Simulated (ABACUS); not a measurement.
# CdSe (Cadmoselite) (P6_3mc) in ABACUS: a series of runs

Runs on CdSe (Cadmoselite). Level: TASK. Tasks: band structure, equation of state.

Everything below comes from runs of ABACUS 3.10.1. Logs are shortened: lines on timing, memory, paths and dates and some standing lists are left out, and cuts for length are marked.

**Measured values to compare with.**

From a printed reference work, data compilation, for a bulk crystal of CdSe at 2 K: band gap 1.841 eV.

How close the calculation comes is told below.

## (1) Starting point

Symmetry: P6_3mc, No. 186, hexagonal system. Conventional cell: a = 4.300 Å, b = 4.300 Å, c = 7.020 Å, α = 90.00°, β = 90.00°, γ = 120.00°. Cd (site symmetry 3m) has 4 Se at 2.61 to 2.70 Å as nearest neighbours. Se (site symmetry 3m) is surrounded by 4 Cd at 2.61 to 2.70 Å.

## (2) Band structure, TASK

Input file INPUT:

```
INPUT_PARAMETERS
suffix              CdSe
calculation         nscf
basis_type          pw
pseudo_dir          ./
symmetry            -1
dft_functional      MGGA_X_TASK+LDA_C_PW
ecutwfc             119.0
pseudo_rcut         10
nspin               1
nbands              38
ks_solver           dav
smearing_method     fd
smearing_sigma      0.00367493
scf_thr             1e-08
scf_nmax            100
mixing_type         broyden
mixing_beta         0.7
mixing_tau          1
init_chg            file
pw_diag_thr         1e-07
out_band            1
kpar                4
```

Input file STRU:

```
ATOMIC_SPECIES
Cd 112.4140 Cd_ONCV_PBE-1.2.upf
Se 78.9710 Se_ONCV_PBE-1.2.upf

LATTICE_CONSTANT
1.8897261246

LATTICE_VECTORS
4.3000000000 0.0000000000 0.0000000000
-2.1500000000 3.7239092363 0.0000000000
0.0000000000 0.0000000000 7.0200000000

ATOMIC_POSITIONS
Direct

Cd
0.0
2
0.6666666667 0.3333333333 0.5000000000 1 1 1
0.3333333333 0.6666666667 0.0000000000 1 1 1

Se
0.0
2
0.6666666667 0.3333333333 0.8850000000 1 1 1
0.3333333333 0.6666666667 0.3850000000 1 1 1
```

Input file KPT:

```
K_POINTS
12
Line
0.00000000 0.00000000 0.00000000 10 // G
0.50000000 0.00000000 0.00000000 10 // M
0.33333333 0.33333333 0.00000000 10 // K
0.00000000 0.00000000 0.00000000 10 // G
0.00000000 0.00000000 0.50000000 10 // A
0.50000000 0.00000000 0.50000000 10 // L
0.33333333 0.33333333 0.50000000 10 // H
0.00000000 0.00000000 0.50000000 1 // A
0.50000000 0.00000000 0.50000000 10 // L
0.50000000 0.00000000 0.00000000 1 // M
0.33333333 0.33333333 0.00000000 10 // K
0.33333333 0.33333333 0.50000000 1 // H
```

Potentials or basis: SG15 ONCV 1.2 PBE, plane waves.

The run is started by

```
OMP_NUM_THREADS=1 mpirun -np 4 abacus > log
```

running log:

```text
ABACUS v3.10.1

               Atomic-orbital Based Ab-initio Computation at UStc

 ------------------------------------------------------------------------------------

 READING GENERAL INFORMATION
                           global_out_dir = OUT.CdSe/
                           global_in_card = INPUT
                               pseudo_dir = ./
[... 8 lines left out ...]

 READING ATOM TYPE 1
                               atom label = Cd
                      L=0, number of zeta = 1
                      L=1, number of zeta = 1
                      L=2, number of zeta = 1
             number of atom for this type = 2

 READING ATOM TYPE 2
                               atom label = Se
                      L=0, number of zeta = 1
                      L=1, number of zeta = 1
                      L=2, number of zeta = 1
             number of atom for this type = 2

                        TOTAL ATOM NUMBER = 4
DIRECT COORDINATES
    atom                   x                   y                   z     mag                  vx                  vy                  vz
taud_Cd1            0.6666666667        0.3333333333        0.5000000000  0.0000        0.0000000000        0.0000000000        0.0000000000
taud_Cd2            0.3333333333        0.6666666667        0.0000000000  0.0000        0.0000000000        0.0000000000        0.0000000000
taud_Se1            0.6666666667        0.3333333333        0.8850000000  0.0000        0.0000000000        0.0000000000        0.0000000000
taud_Se2            0.3333333333        0.6666666667        0.3850000000  0.0000        0.0000000000        0.0000000000        0.0000000000

                          Volume (Bohr^3) = 758.58
                             Volume (A^3) = 112.41

 Lattice vectors: (Cartesian coordinate: in unit of a_0)
                 +4.3                  +0                  +0
                -2.15            +3.72391                  +0
                   +0                  +0               +7.02
 Reciprocal vectors: (Cartesian coordinate: in unit of 2 pi/a_0)
            +0.232558           +0.134268                  -0
                   -0           +0.268535                  -0
                   +0                  -0            +0.14245
 The esolver type has been set to : ksdft_pw

                PAO radial cut off (Bohr) = 10

 Read in pseudopotential file is Cd_ONCV_PBE-1.2.upf
                     pseudopotential type = NC
          exchange-correlation functional = PBE
                 nonlocal core correction = 0
                        valence electrons = 20
                                     lmax = 2
                           number of zeta = 0
                     number of projectors = 6
                           L of projector = 0
                           L of projector = 0
                           L of projector = 1
                           L of projector = 1
                           L of projector = 2
                           L of projector = 2
 XC functional updated to : MGGA_X_TASK+LDA_C_PW
          exchange-correlation functional = MGGA_X_TASK+LDA_C_PW
                PAO radial cut off (Bohr) = 10

 Read in pseudopotential file is Se_ONCV_PBE-1.2.upf
                     pseudopotential type = NC
          exchange-correlation functional = PBE
                 nonlocal core correction = 0
                        valence electrons = 6
                                     lmax = 2
                           number of zeta = 0
                     number of projectors = 6
                           L of projector = 0
                           L of projector = 0
                           L of projector = 1
                           L of projector = 1
                           L of projector = 2
                           L of projector = 2
 XC functional updated to : MGGA_X_TASK+LDA_C_PW
          exchange-correlation functional = MGGA_X_TASK+LDA_C_PW
     initial pseudo atomic orbital number = 0

 SETUP THE ELECTRONS NUMBER
            electron number of element Cd = 20
      total electron number of element Cd = 40
            electron number of element Se = 6
      total electron number of element Se = 12
            AUTOSET number of electrons:  = 52
                           occupied bands = 26
                                   NBANDS = 38
                                   NLOCAL = 36

%%%%%%%%%%%%%%%%%%%%%%%%%%%%%%%%%%%%%%%%%%%%%%%%%%%%%%%%%%%%%%%%%%%%%%%%%%%%%%%%%%%%%%%%%%%%%%%%%%%%%%%%%%
 Warning: the number of valence electrons in pseudopotential > 12 for Cd: [Kr] 4d10 5s2
 Pseudopotentials with additional electrons can yield (more) accurate outcomes, but may be less efficient.
 If you're confident that your chosen pseudopotential is appropriate, you can safely ignore this warning.
%%%%%%%%%%%%%%%%%%%%%%%%%%%%%%%%%%%%%%%%%%%%%%%%%%%%%%%%%%%%%%%%%%%%%%%%%%%%%%%%%%%%%%%%%%%%%%%%%%%%%%%%%%

 SETUP THE PLANE WAVE BASIS
[... 56 lines left out ...]

 PARALLEL PW FOR WAVE FUNCTIONS
     PROC   COLUMNS(POT)             PW
        1            595          19087
 --------------- sum -------------------
        1            595          19087

 SETUP NONLOCAL PSEUDOPOTENTIALS IN PLANE WAVE BASIS
 Cd non-local projectors:
 projector 1 L=0
 projector 2 L=0
 projector 3 L=1
 projector 4 L=1
 projector 5 L=2
 projector 6 L=2
 Se non-local projectors:
 projector 1 L=0
 projector 2 L=0
 projector 3 L=1
 projector 4 L=1
 projector 5 L=2
 projector 6 L=2
      TOTAL NUMBER OF NONLOCAL PROJECTORS = 72

 Init Non-Local PseudoPotential table :
 Init Non-Local-Pseudopotential done.

                                     npwx = 16678

 -------------------------------------------
 NONSELF-CONSISTENT
 -------------------------------------------

                                 init_chg = file
 try to read charge from file
 Read in the charge density: OUT.CdSe//CdSe-CHARGE-DENSITY.restart
 try to read kinetic energy density from file
 Read in the kinetic energy density: OUT.CdSe//CdSe-TAU-DENSITY.restart

 PW ALGORITHM --------------- ION=   1  ELEC=   1--------------------------------

 k(1/93) Iter steps (avg)=43 threshold=1e-07
 k(2/93) Iter steps (avg)=56 threshold=1e-07
 k(3/93) Iter steps (avg)=39 threshold=1e-07
 k(4/93) Iter steps (avg)=36 threshold=1e-07
 k(5/93) Iter steps (avg)=31 threshold=1e-07
 k(6/93) Iter steps (avg)=28 threshold=1e-07
 k(7/93) Iter steps (avg)=34 threshold=1e-07

 k(8/93) Iter steps (avg)=17 threshold=1e-07

 k(9/93) Iter steps (avg)=23 threshold=1e-07
 k(10/93) Iter steps (avg)=26 threshold=1e-07
 k(11/93) Iter steps (avg)=29 threshold=1e-07
 k(12/93) Iter steps (avg)=25 threshold=1e-07
 k(13/93) Iter steps (avg)=24 threshold=1e-07

 k(14/93) Iter steps (avg)=22 threshold=1e-07
 k(15/93) Iter steps (avg)=22 threshold=1e-07
 k(16/93) Iter steps (avg)=21 threshold=1e-07

 k(17/93) Iter steps (avg)=20 threshold=1e-07

 k(18/93) Iter steps (avg)=19 threshold=1e-07

 k(19/93) Iter steps (avg)=20 threshold=1e-07
 k(20/93) Iter steps (avg)=17 threshold=1e-07
 k(21/93) Iter steps (avg)=17 threshold=1e-07
 k(22/93) Iter steps (avg)=21 threshold=1e-07
 k(23/93) Iter steps (avg)=38 threshold=1e-07
 k(24/93) Iter steps (avg)=32 threshold=1e-07
[... levels at 24 k points of this process ...]

 Density error is 0.00000000000
                          Error Threshold = 1.00000000000e-07
----------------------------------------------------------
     Energy           Rydberg                 eV
----------------------------------------------------------
 E_KohnSham     -653.8309593886      -8895.8265764918
 E_KS(sigma->0) -653.8309593885      -8895.8265764906
 E_Harris       -653.8309593886      -8895.8265764918
 E_band         -74.2948817557       -1010.8337241133
 E_one_elec     -433.5409109031      -5898.6267043930
 E_Hartree      218.4716010824       2972.4586259038
 E_xc           -57.7457824379       -785.6716766234
 E_Ewald        -381.0158671298      -5183.9868213768
 E_entropy(-TS) -0.0000000002        -0.0000000025
 E_descf        0.0000000000         0.0000000000
 E_exx          0.0000000000         0.0000000000
 E_Fermi        0.7531410465         10.2470096307
----------------------------------------------------------

 charge density convergence is achieved
 final etot is -8895.8265765 eV
 EFERMI = 10.247009631 eV

 STATE ENERGY(eV) AND OCCUPATIONS    NSPIN == 1
 1/24 kpoint (Cartesian) = 0.0000 0.0000 0.0000 (16613 pws)
       1       -100.152      0.0215054
       2       -100.152      0.0215054
       3       -57.8335      0.0215054
       4       -57.8335      0.0215054
       5       -57.8333      0.0215054
       6       -57.8333      0.0215054
[... 30 lines left out ...]
      37        21.3877        0.00000
      38        23.1365        0.00000

 2/24 kpoint (Cartesian) = 0.011628 0.0067134 0.0000 (16595 pws)
       1       -100.152      0.0215054
       2       -100.152      0.0215054
       3       -57.8335      0.0215054
       4       -57.8335      0.0215054
       5       -57.8333      0.0215054
       6       -57.8333      0.0215054
[... 30 lines left out ...]
      37        21.6321        0.00000
      38        23.2268        0.00000

 3/24 kpoint (Cartesian) = 0.023256 0.013427 0.0000 (16577 pws)
       1       -100.152      0.0215054
       2       -100.152      0.0215054
       3       -57.8335      0.0215054
       4       -57.8335      0.0215054
       5       -57.8334      0.0215054
       6       -57.8333      0.0215054
[... 30 lines left out ...]
      37        22.2350        0.00000
      38        23.4471        0.00000

 4/24 kpoint (Cartesian) = 0.034884 0.020140 0.0000 (16589 pws)
       1       -100.152      0.0215054
       2       -100.152      0.0215054
       3       -57.8336      0.0215054
       4       -57.8335      0.0215054
       5       -57.8335      0.0215054
       6       -57.8333      0.0215054
[... 30 lines left out ...]
      37        22.9102        0.00000
      38        23.7846        0.00000

 5/24 kpoint (Cartesian) = 0.046512 0.026854 0.0000 (16573 pws)
       1       -100.152      0.0215054
       2       -100.152      0.0215054
       3       -57.8337      0.0215054
       4       -57.8336      0.0215054
       5       -57.8336      0.0215054
       6       -57.8334      0.0215054
[... 30 lines left out ...]
      37        23.1400        0.00000
      38        24.1642        0.00000

 6/24 kpoint (Cartesian) = 0.058140 0.033567 0.0000 (16576 pws)
       1       -100.152      0.0215054
       2       -100.152      0.0215054
       3       -57.8339      0.0215054
       4       -57.8337      0.0215054
       5       -57.8336      0.0215054
       6       -57.8334      0.0215054
[... 30 lines left out ...]
      37        22.9810        0.00000
      38        24.3425        0.00000

[... levels at 18 further k points ...]

 --------------------------------------------
 !FINAL_ETOT_IS -8895.826576491841 eV
 --------------------------------------------

 Output bands in file: OUT.CdSe/BANDS_1.dat
```

Wall time 8.5 min (4 MPI ranks of Intel Xeon Platinum 8488C (Sapphire Rapids), shared host); peak memory 2 GiB.

What came out:

```yaml
Band_gap_along_the_path: 1.82 eV, direct
```

Levels at the corners of the path, in eV from the Fermi level:
```tsv
point	band 23	band 24	band 25	band 26	band 27	band 28	band 29	band 30
Γ	-1.77	-1.02	-0.93	-0.93	0.89	2.18	7.24	7.24
M	-3.99	-3.20	-2.38	-1.94	3.34	3.49	5.91	7.43
K	-4.57	-3.06	-3.06	-3.03	4.80	4.80	5.34	8.75
Γ	-1.77	-1.02	-0.93	-0.93	0.89	2.18	7.24	7.24
A	-1.36	-1.36	-1.36	-1.36	2.47	2.47	7.35	7.35
L	-2.60	-2.60	-2.52	-2.52	3.24	3.24	5.72	5.72
H	-3.86	-3.86	-2.27	-2.27	4.07	4.07	7.27	7.27
A	-1.36	-1.36	-1.36	-1.36	2.47	2.47	7.35	7.35
L	-2.60	-2.60	-2.52	-2.52	3.24	3.24	5.72	5.72
M	-3.99	-3.20	-2.38	-1.94	3.34	3.49	5.91	7.43
K	-4.57	-3.06	-3.06	-3.03	4.80	4.80	5.34	8.75
H	-3.86	-3.86	-2.27	-2.27	4.07	4.07	7.27	7.27
```

Caveat: the density is read from an earlier self-consistent run, whose mesh may be coarse; the potentials were made for another functional, which shifts forces and pressure.

## (3) Equation of state, TASK, 26.42 Å³/atom (volume scaled by 0.94)

Input file run_abacus.py:

```python
"""ABACUS run from a structure file: ASE reads it, the script writes STRU, KPT and INPUT."""
import re
import subprocess
from ase.io import read
from ase.units import Bohr

atoms = read("POSCAR")
atoms = atoms[(-atoms.numbers).argsort(kind="stable")]  # ABACUS lists atoms element by element
pseudo = {'Cd': 'Cd_ONCV_PBE-1.2.upf', 'Se': 'Se_ONCV_PBE-1.2.upf'}
orbital = {}
magmoms = None
kmesh = [4, 4, 3]
params = {
    'suffix': 'CdSe',
    'calculation': 'scf',
    'basis_type': 'pw',
    'pseudo_dir': './',
    'symmetry': 1,
    'dft_functional': 'MGGA_X_TASK+LDA_C_PW',
    'ecutwfc': 119,
    'pseudo_rcut': 10,
    'nspin': 1,
    'nbands': 32,
    'ks_solver': 'dav',
    'smearing_method': 'fd',
    'smearing_sigma': 0.00367493,
    'scf_thr': 1e-08,
    'scf_nmax': 100,
    'mixing_type': 'broyden',
    'mixing_beta': 0.7,
    'cal_force': 1,
    'cal_stress': 1,
    'mixing_tau': 1,
    'kpar': 4,
}

symbols = atoms.get_chemical_symbols()
elements = list(dict.fromkeys(symbols))
lines = ["ATOMIC_SPECIES"] + [f"{e} {atoms.get_masses()[symbols.index(e)]:.4f} {pseudo[e]}" for e in elements]
if orbital:
    lines += ["", "NUMERICAL_ORBITAL"] + [orbital[e] for e in elements]
lines += ["", "LATTICE_CONSTANT", f"{1 / Bohr:.10f}", "", "LATTICE_VECTORS"]
lines += [" ".join(f"{x:.10f}" for x in v) for v in atoms.cell]
lines += ["", "ATOMIC_POSITIONS", "Direct"]
for e in elements:
    lines += ["", e, "0.0", str(symbols.count(e))]
    for i, p in enumerate(atoms.get_scaled_positions(wrap=False)):
        if symbols[i] == e:
            mag = "" if magmoms is None else " mag " + " ".join(str(x) for x in (magmoms[i] if isinstance(magmoms[i], list) else [magmoms[i]]))
            lines.append(" ".join(f"{x:.10f}" for x in p) + " 1 1 1" + mag)
open("STRU", "w").write("\n".join(lines) + "\n")
open("KPT", "w").write("K_POINTS\n0\nGamma\n%d %d %d 0 0 0\n" % tuple(kmesh))
open("INPUT", "w").write("INPUT_PARAMETERS\n" + "".join(f"{k:<20s}{v}\n" for k, v in params.items()))

done = subprocess.run(['mpirun', '-np', '4', 'abacus'])
if done.returncode:
    raise SystemExit(done.returncode)
log = open("OUT.CdSe/running_scf.log").read()
print("final energy (eV):", re.findall(r"FINAL_ETOT_IS (\S+)", log))
```

Input file POSCAR:

```
CdSe
1.0
    4.2122202675      0.0000000000      0.0000000000
   -2.1061101337      3.6478897580      0.0000000000
    0.0000000000      0.0000000000      6.8766944832
Cd Se
2 2
Direct
    0.6666666667      0.3333333333      0.5000000000
    0.3333333333      0.6666666667      0.0000000000
    0.6666666667      0.3333333333      0.8850000000
    0.3333333333      0.6666666667      0.3850000000
```

Potentials or basis: SG15 ONCV 1.2 PBE, plane waves.

The run is started by

```
OMP_NUM_THREADS=1 python run_abacus.py > log
```

Wall time 2 min (4 MPI ranks of Intel Xeon Platinum 8488C (Sapphire Rapids), shared host); peak memory 1.2 GiB.

Results (log left out):

- Free energy: -8896.1936 eV
- Pressure: 159.1 GPa
- Largest force: 0.816 eV/Å
- Band gap on the k mesh: 1.94 eV, direct

Caveat: the k mesh is coarse (spacing up to 0.43 Å⁻¹), so the values aren't converged; the potentials were made for another functional, which shifts forces and pressure.

## (4) Equation of state, TASK, 27.54 Å³/atom (volume scaled by 0.98)

run_abacus.py is that of step 3.

Input file POSCAR:

```
CdSe
1.0
    4.2711400700      0.0000000000      0.0000000000
   -2.1355700350      3.6989158038      0.0000000000
    0.0000000000      0.0000000000      6.9728844864
Cd Se
2 2
Direct
    0.6666666667      0.3333333333      0.5000000000
    0.3333333333      0.6666666667      0.0000000000
    0.6666666667      0.3333333333      0.8850000000
    0.3333333333      0.6666666667      0.3850000000
```

The run is started by

```
OMP_NUM_THREADS=1 python run_abacus.py > log
```

It took 2.1 min on 4 MPI ranks of Intel Xeon Platinum 8488C (Sapphire Rapids), shared host; peak memory 1.2 GiB.

It converged, with:

| Quantity | Value |
| --- | --- |
| Free energy | -8896.5171 eV |
| Pressure | 145.5 GPa |
| Largest force | 0.760 eV/Å |
| Band gap on the k mesh | 1.86 eV, direct |

Caveat: the k mesh is coarse (spacing up to 0.42 Å⁻¹), so the values aren't converged; the potentials were made for another functional, which shifts forces and pressure.

## (5) Equation of state, TASK, 28.66 Å³/atom (volume scaled by 1.02)

run_abacus.py is that of step 4.

Input file POSCAR:

```
CdSe
1.0
    4.3284776511      0.0000000000      0.0000000000
   -2.1642388256      3.7485716056      0.0000000000
    0.0000000000      0.0000000000      7.0664914211
Cd Se
2 2
Direct
    0.6666666667      0.3333333333      0.5000000000
    0.3333333333      0.6666666667      0.0000000000
    0.6666666667      0.3333333333      0.8850000000
    0.3333333333      0.6666666667      0.3850000000
```

The run is started by

```
OMP_NUM_THREADS=1 python run_abacus.py > log
```

It took 1.9 min on 4 MPI ranks of Intel Xeon Platinum 8488C (Sapphire Rapids), shared host; peak memory 1.3 GiB.

Results (log left out):

```yaml
Free_energy: -8896.7545 eV
Pressure: 133.6 GPa
Largest_force: 0.708 eV/Å
Band_gap_on_the_k_mesh: 1.79 eV, direct
```

Caveat: the potentials were made for another functional, which shifts forces and pressure.

## (6) Equation of state, TASK, 29.79 Å³/atom (volume scaled by 1.06)

run_abacus.py is that of step 5.

Input file POSCAR:

```
CdSe
1.0
    4.3843351364      0.0000000000      0.0000000000
   -2.1921675682      3.7969456069      0.0000000000
    0.0000000000      0.0000000000      7.1576820134
Cd Se
2 2
Direct
    0.6666666667      0.3333333333      0.5000000000
    0.3333333333      0.6666666667      0.0000000000
    0.6666666667      0.3333333333      0.8850000000
    0.3333333333      0.6666666667      0.3850000000
```

Potentials or basis: SG15 ONCV 1.2 PBE, plane waves.

The run is started by

```
OMP_NUM_THREADS=1 python run_abacus.py > log
```

Wall time 2.1 min (4 MPI ranks of Intel Xeon Platinum 8488C (Sapphire Rapids), shared host); peak memory 1.4 GiB.

It converged, with:

```yaml
Free_energy: -8896.9217 eV
Pressure: 123.2 GPa
Largest_force: 0.665 eV/Å
Band_gap_on_the_k_mesh: 1.71 eV, direct
```

Caveat: the potentials were made for another functional, which shifts forces and pressure.

## (7) Equation of state, TASK

No new run: the results of the series are fitted here.

What came out:

```
Equilibrium volume : outside the volumes run
```

Energy against volume, from the lowest point:
| volume (Å³/atom) | energy (meV/atom) |
| --- | --- |
| 26.416 | 182.03 |
| 27.540 | 101.15 |
| 28.665 | 41.81 |
| 29.789 | 0.00 |

Caveat: the k mesh is coarse (spacing up to 0.42 Å⁻¹), so the values aren't converged; the potentials were made for another functional, which shifts forces and pressure.

## (8) How close it comes

Step 2. Against the measured gap of CdSe, 1.841 eV (2 K; a printed reference work, data compilation), the calculated 1.82 eV is off by -0.02 eV. Spin-orbit coupling on Cd, Se is left out. The value is that of TASK, without temperature or zero-point motion.
